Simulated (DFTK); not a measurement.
Crystal: HfO2.

```xyz
3
Lattice="0.0000 2.5575 2.5575 2.5575 0.0000 2.5575 2.5575 2.5575 0.0000" Properties=species:S:1:pos:R:3 pbc="T T T"
Hf    0.0000    0.0000    0.0000
O     3.8363    3.8363    3.8363
O     1.2788    1.2788    1.2788
```

Measurements of this composition are mostly on another form, of space group No. 14.

| Item | Value |
| --- | --- |
| Program | DFTK 0.8.2 |
| Task | single point |
| Functional | PBEsol |
| Potentials or basis | dojo.nc.sr.pbesol.v0_4_1.standard.upf (PBEsol) |
| Cutoff | 1143 eV |
| k mesh | 9 × 9 × 9 |
| Occupations | fermi-dirac, width 0.05 eV |
| Spin | no spin polarisation |

On this cell: pressure -13.1 GPa; largest force zero by symmetry; band gap on the k mesh 3.75 eV, indirect (least direct gap 3.87 eV).

The same run follows on a disturbed copy (atoms moved at random, drawn with an rms of 0.05 Å):

```xyz
3
Lattice="0.0000 2.5575 2.5575 2.5575 0.0000 2.5575 2.5575 2.5575 0.0000" Properties=species:S:1:pos:R:3 pbc="T T T"
Hf   -0.0370   -0.0159    0.0251
O     3.8515    3.8457    3.8239
O     1.2535    1.2817    1.2562
```

Problem. What changes?

Solution. The energy moves by +4.1 meV/atom; pressure -12.7 GPa; largest force 0.387 eV/Å; band gap on the k mesh 3.75 eV, indirect (least direct gap 3.86 eV).

Forces in eV/Å, atoms in the order of the input:
```
Hf   0.102  0.047 -0.118
O   -0.381 -0.058 -0.042
O    0.278  0.011  0.160
```

Stress tensor (GPa, compression positive):
```
-12.65   0.34  -0.05
  0.34 -12.81   0.79
 -0.05   0.79 -12.77
```

Caveats: spin-orbit coupling is left out, which moves the levels of the heavy elements; an odd mesh through Γ misses points on the zone boundary, where band edges often lie.
